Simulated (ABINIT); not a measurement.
The system is Pt.

```xyz
1
Lattice="0.0000 1.9609 1.9609 1.9609 0.0000 1.9609 1.9609 1.9609 0.0000" Properties=species:S:1:pos:R:3 pbc="T T T"
Pt    0.0000    0.0000    0.0000
```

Base run:

| Property | Result |
| --- | --- |
| Program | ABINIT 10.8.3 (patched build) |
| Functional | r2SCAN |
| Potentials or basis | PseudoDojo NC SR PBE v0.4.1 standard |
| Cutoff | 1361 eV |
| k mesh | 12 × 12 × 12 |
| Occupations | fermi-dirac, width 0.05 eV |
| Spin | no spin polarisation |

Its results: band gap on the k mesh none (metal or under the smearing width); pressure 1.8 GPa.

**Question.** The run is repeated on the same cell with these changes: potentials or basis from PseudoDojo NC SR PBE v0.4.1 standard to JTH PAW PBE v2.0; cutoff from 1361 eV to 517 eV; valence electrons from 18 to 10. What comes out?

**Answer.** Band gap on the k mesh none (metal or under the smearing width); pressure 6.2 GPa.

Caveats: a meta-GGA on potentials with a model core is unreliable (some runs); the potentials were made for another functional, which shifts forces and pressure (some runs); the PAW data sets were made with another functional, which shifts forces and pressure a little (some runs).
